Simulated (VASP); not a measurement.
**Na: single point with PBE+D3(BJ)**

Na:

```
CELL_PARAMETERS angstrom
8.59871 0.00000 0.00000
0.00000 8.59871 0.00000
0.00000 0.00000 8.59871
ATOMIC_POSITIONS crystal
Na 0.04562 0.98210 0.05821
Na 0.54899 0.92750 0.04368
Na 0.97017 0.43444 0.95603
Na 0.01968 0.00806 0.49286
Na 0.23501 0.27486 0.24450
Na 0.55806 0.52987 0.94916
Na 0.42675 0.96463 0.51332
Na 0.71171 0.16347 0.30007
Na 0.94221 0.43909 0.51182
Na 0.26032 0.69650 0.23959
Na 0.25648 0.23643 0.76242
Na 0.43747 0.50701 0.51276
Na 0.81484 0.70675 0.24621
Na 0.71239 0.18981 0.77358
Na 0.22645 0.70562 0.81685
Na 0.80420 0.77986 0.72043
```

The cell was built by a generator and needn't be a form met in nature.

```json
{
 "Program": "VASP 6.6.1",
 "Task": "single point",
 "Functional": "PBE",
 "Dispersion": "D3(BJ)",
 "Potentials or basis": "VASP PAW PBE potentials, release 64 (Na_pv)",
 "Cutoff": "520 eV",
 "k mesh": "2 × 2 × 2",
 "Occupations": "fermi-dirac, width 0.11 eV",
 "Spin": "no spin polarisation",
 "Dipole correction": "no",
 "Further INCAR settings": "LREAL = Auto; ALGO = Fast; EDIFF = 1e-06; NBANDS = 70"
}
```

| Quantity | Value |
| --- | --- |
| Pressure | -0.7 GPa |
| Largest force | 0.301 eV/Å |
| Band gap on the k mesh | none (metal or under the smearing width) |
| Dispersion energy per atom | -0.143 eV |

Forces on the atoms (eV/Å):
```
Na  -0.140  0.077 -0.172
Na  -0.211  0.073 -0.123
Na  -0.028  0.041  0.171
Na   0.079 -0.058  0.031
Na   0.116 -0.037 -0.041
Na  -0.057 -0.166  0.107
Na   0.131 -0.088  0.013
Na   0.020  0.224 -0.066
Na   0.139  0.034  0.072
Na  -0.136  0.026 -0.038
Na   0.019 -0.049  0.089
Na   0.274 -0.063  0.110
Na  -0.081 -0.007  0.067
Na   0.012 -0.034 -0.102
Na  -0.033  0.109 -0.178
Na  -0.103 -0.082  0.059
```

Stress tensor (GPa, compression positive):
```
-0.72  0.06  0.09
 0.06 -0.49  0.05
 0.09  0.05 -0.79
```

Levels at points of the mesh, in eV from the Fermi level:
```tsv
k point	band 51	band 52	band 53	band 54	band 55	band 56	band 57	band 58	band 59	band 60
(0.00, 0.00, 0.00)	-1.01	-0.98	-0.90	-0.78	-0.76	0.84	0.88	0.90	0.91	0.92
(0.50, 0.00, 0.00)	-0.57	-0.54	-0.50	-0.47	-0.37	-0.34	-0.28	-0.19	1.33	1.34
(0.00, 0.50, 0.00)	-0.50	-0.48	-0.45	-0.44	-0.40	-0.37	-0.35	-0.29	1.35	1.38
(0.00, 0.00, 0.50)	-0.51	-0.50	-0.47	-0.41	-0.40	-0.37	-0.34	-0.30	1.35	1.40
(0.50, 0.50, 0.00)	-1.93	-1.84	0.00	0.03	0.05	0.06	0.10	0.11	0.16	0.23
(0.00, 0.50, 0.50)	-1.93	-1.82	-0.05	-0.01	0.04	0.05	0.09	0.12	0.22	0.27
(0.50, 0.00, 0.50)	-1.92	-1.86	0.02	0.03	0.05	0.06	0.10	0.11	0.15	0.21
(0.50, 0.50, 0.50)	-1.48	-1.46	-1.43	-1.38	-1.33	-1.20	2.09	2.14	2.14	2.20
```

It took 5.1 min on 1 thread of Intel(R) Xeon(R) Platinum 8488C (Sapphire Rapids), on a shared host, peak memory 0.62 GiB.

Caveat: the k mesh is coarse (spacing up to 0.37 Å⁻¹), so the values aren't converged; pairwise dispersion overbinds metals, which lowers pressure and volume.
